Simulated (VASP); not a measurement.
Crystal: GaN.

```
CELL_PARAMETERS angstrom
0.00000 2.13524 2.13524
2.13524 0.00000 2.13524
2.13524 2.13524 0.00000
ATOMIC_POSITIONS crystal
Ga 0.00000 0.00000 0.00000
N 0.50000 0.50000 0.50000
```

Measurements of this composition are mostly on another form, of space group No. 186.

```yaml
Program: VASP 6.6.1
Task: relaxation of cell and atoms
Functional: PBEsol
Potentials_or_basis: VASP PAW PBE potentials, release 64 (Ga, N)
Cutoff: 580 eV
k_mesh: 14 × 14 × 14
Occupations: gaussian, width 0.02 eV
Spin: no spin polarisation
```

At the start: pressure -5.5 GPa; volume 9.74 Å³/atom.

Where does the relaxation end?

Over 3 steps the energy falls by 4.0 meV/atom and the volume is 9.51 Å³/atom (-2.3 %); space group Fm-3m (No. 225, to 0.05 Å).

Step by step:
```tsv
step	energy change (eV)	largest force (eV/Å)	pressure (GPa)	volume (Å³)
1	0.0000	0.0000	-5.54	19.47
2	0.0025	0.0000	7.01	18.54
3	-0.0079	0.0000	-0.02	19.03
```

Final structure:
```yaml
crystal:
  lattice:
    - [0.00000, 2.11887, 2.11887]
    - [2.11887, 0.00000, 2.11887]
    - [2.11887, 2.11887, 0.00000]
  atoms:
    - { symbol: Ga, position: [0.00000, 0.00000, 0.00000] }
    - { symbol: N, position: [0.50000, 0.50000, 0.50000] }
```

Caveat: the PAW data sets were made with another functional, which shifts forces and pressure a little.
